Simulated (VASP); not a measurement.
Write the native input for VASP 6.6.1 that does the following.

| Property | Result |
| --- | --- |
| Task | single point |
| Functional | PBE |
| Dispersion | D3(BJ) |
| Potentials or basis | VASP PAW PBE potentials, release 64 (Ga_d, As) |
| Cutoff | 520 eV |
| k mesh | 12 × 12 × 12 |
| Occupations | gaussian, width 0.02 eV |
| Spin | no spin polarisation |
| Dipole correction | no |
| Further INCAR settings | ALGO = Fast; EDIFF = 1e-07; NBANDS = 16 |

The structure of GaAs lies in POSCAR:

```
GaAs
1.0
    0.0000000000      2.8375891359      2.8375891359
    2.8375891359      0.0000000000      2.8375891359
    2.8375891359      2.8375891359      0.0000000000
Ga As
1 1
Direct
    0.0000000000      0.0000000000      0.0000000000
    0.2500000000      0.2500000000      0.2500000000
```

The cell isn't the ideal one: relaxed again under DFT PBE+D3(BJ), scalar-relativistic, plane waves, PAW.

The input as run:

INCAR

```
PREC     = Accurate       # precision mode
ENCUT    = 520            # plane-wave cutoff, eV
EDIFF    = 1E-7           # SCF threshold, eV
ISMEAR   = 0              # smearing method
SIGMA    = 0.02           # smearing width, eV
LREAL    = F              # projectors in reciprocal space
LASPH    = T              # aspherical terms in the spheres
NELM     = 80             # most SCF steps
ALGO     = Fast           # electronic algorithm
ISIF     = 2              # what is computed and relaxed
LWAVE    = F              # write WAVECAR
LCHARG   = T              # write CHGCAR
GGA      = PE             # functional
IVDW     = 12             # dispersion correction
LELF     = T              # ELF
LVHAR    = T            
NBANDS   = 16             # bands
```

KPOINTS

```
regular mesh
0
Gamma
  12 12 12
```

Potentials or basis: VASP PAW PBE potentials, release 64 (Ga_d, As).

The run is started by

```bash
$ cat potpaw_PBE.64/Ga_d/POTCAR potpaw_PBE.64/As/POTCAR > POTCAR
$ mpirun -np 1 vasp_std > vasp.out
```

It gave:

```json
{
  "Pressure": "0.2 GPa",
  "Band gap on the k mesh": "0.44 eV, direct",
  "Dispersion energy per atom": "-0.321 eV"
}
```

Run time: 38 s on 1 thread of Intel(R) Xeon(R) Platinum 8488C (Sapphire Rapids), on a shared host, peak memory 0.21 GiB.
